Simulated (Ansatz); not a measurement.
# C: one atom moved over a plane

This session takes C and sets out to map the energy of atom 1 (C) over a plane.

Method: DFT LDA, scalar-relativistic, plane waves, PAW, in Ansatz 0.2.0.

## Step 1: The structure to begin with

The structure is cubic, space group Fd-3m (No. 227). Conventional cell: a = 3.567 Å, b = 3.567 Å, c = 3.567 Å, α = 90.00°, β = 90.00°, γ = 90.00°. C (site symmetry -43m) is surrounded by 4 C at 1.54 Å.

Coordinates:

```
CELL_PARAMETERS angstrom
0.00000 1.78340 1.78340
1.78340 0.00000 1.78340
1.78340 1.78340 0.00000
ATOMIC_POSITIONS crystal
C 0.50000 0.50000 0.50000
C 0.75000 0.75000 0.75000
```

The cell is taken as given, not relaxed at this level.

## Step 2: The reference cell

Reference values: F = -485.9714 eV; pressure -13.11 GPa; largest force 0.000 eV/Å; gap on the mesh 4.13 eV. It was computed beforehand with the settings of the runs below.

## Step 3: Setting up one atom moved over a plane

Atom 1 (C) is moved by p along (1.000, 0.000, 0.000) and q along (0.000, 1.000, 0.000) (Å), all else fixed; its images in the other cells move with it. Points alike by symmetry are run once.

## Step 4: At p = -0.450, q = -0.450

File input.yaml:

```yaml
crystal:
  lattice:
    - [0.0, 1.7834, 1.7834]
    - [1.7834, 0.0, 1.7834]
    - [1.7834, 1.7834, 0.0]
  atoms:
    - { symbol: C, position: [0.5, 0.5, 0.2476729842] }
    - { symbol: C, position: [0.75, 0.75, 0.75] }
basis:
  ecutwfc: 420
kpoints:
  mp_grid: { grid: [12, 12, 12] }
hamiltonian:
  xc: lda
scf:
  occupations: { method: cold, width: 0.4 }
output:
  forces: true
  stress: true
  eigenvalues: true
```

On the command line:

```sh
> ansatz run input.yaml --threads 1 --pin off --max-ram 2560MiB --backend cpu --events-out ev --progress --plain --runs-dir out
```

## Step 5: At p = -0.450, q = 0.000

Changes to input.yaml since step 4:

```diff
@@ -6,3 +6,3 @@
   atoms:
-    - { symbol: C, position: [0.5, 0.5, 0.2476729842] }
+    - { symbol: C, position: [0.6261635079, 0.3738364921, 0.3738364921] }
     - { symbol: C, position: [0.75, 0.75, 0.75] }
```

## Step 6: p = -0.450, q = -0.225

Changes to input.yaml since step 5:

```diff
@@ -6,3 +6,3 @@
   atoms:
-    - { symbol: C, position: [0.6261635079, 0.3738364921, 0.3738364921] }
+    - { symbol: C, position: [0.563081754, 0.436918246, 0.3107547381] }
     - { symbol: C, position: [0.75, 0.75, 0.75] }
```

## Step 7: Point p = -0.225, q = 0.000

Changes to input.yaml since step 6:

```diff
@@ -6,3 +6,3 @@
   atoms:
-    - { symbol: C, position: [0.563081754, 0.436918246, 0.3107547381] }
+    - { symbol: C, position: [0.563081754, 0.436918246, 0.436918246] }
     - { symbol: C, position: [0.75, 0.75, 0.75] }
```

## Step 8: At p = -0.225, q = -0.225

Changes to input.yaml since step 7:

```diff
@@ -6,3 +6,3 @@
   atoms:
-    - { symbol: C, position: [0.563081754, 0.436918246, 0.436918246] }
+    - { symbol: C, position: [0.5, 0.5, 0.3738364921] }
     - { symbol: C, position: [0.75, 0.75, 0.75] }
```

(Steps that only read results are left out.)

What does the calculation give? Wanted: highest point; lowest point away from the origin.

The runs gave:

```
                         quantity                                       value
                    highest point  5.948 eV/cell at (p, q) = (-0.450, -0.450)
lowest point away from the origin            0.869 eV/cell at (-0.225, 0.000)
```

In words: Cutoff, mesh or smearing here differ from converged choices, so read the numbers with care. No computed point lies below the origin. Read as harmonic, the points at ±0.225 Å give force constants of 34.33 eV/Å² along p and 34.33 eV/Å² along q, so the site is nearly isotropic in this plane. The gap on the mesh runs from 0.00 to 4.13 eV over the map. Where forces pass 15 eV/Å atoms stand far too close, the PAW spheres overlap strongly and those numbers are rough.

These are semilocal Kohn-Sham gaps, which aren't the measured quantity. Such gaps usually fall short of the measured ones.
